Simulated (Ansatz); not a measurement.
Input of an Ansatz 0.2.0 run:

File input.yaml:

```yaml
crystal:
  lattice:
    - [3.3717, 0.0, 0.0]
    - [-1.68585, 2.9199778539, 0.0]
    - [0.0, 0.0, 5.3855]
  atoms:
    - { symbol: Mn, position: [0.6666666667, 0.3333333333, 0.51096], spin: 4.0 }
    - { symbol: Mn, position: [0.3333333333, 0.6666666667, 0.01096], spin: -4.0 }
    - { symbol: O, position: [0.6666666667, 0.3333333333, 0.87547] }
    - { symbol: O, position: [0.3333333333, 0.6666666667, 0.37547] }
hamiltonian:
  xc: pbe
  pseudopotentials: { kind: paw }
magnetization:
  spin_polarized: true
kpoints:
  mp_grid: { grid: [9, 9, 5] }
scf:
  occupations: { method: fermi_dirac, width: 0.05 }
output:
  forces: true
  stress: true
  eigenvalues: true
```

Potentials or basis: Ansatz PAW.

Run with:

```bash
$ ansatz run input.yaml --threads 2 --pin off --max-ram 5632MiB --backend cpu --events-out ev --progress --plain --runs-dir out
```

Problem. Estimate the absolute moment.

Solution. 9.15 μB per cell.

Problem. What does it give for the net moment?

Solution. 0.00 μB per cell.

Forces in eV/Å, atoms in the order of the input:
```
Mn   0.000  0.000 -0.082
Mn   0.000  0.000 -0.083
O    0.000  0.000  0.082
O    0.000  0.000  0.083
```

Caveat: semilocal functionals often make such compounds metallic where correlation or magnetic order opens a gap, which also shifts bond lengths.
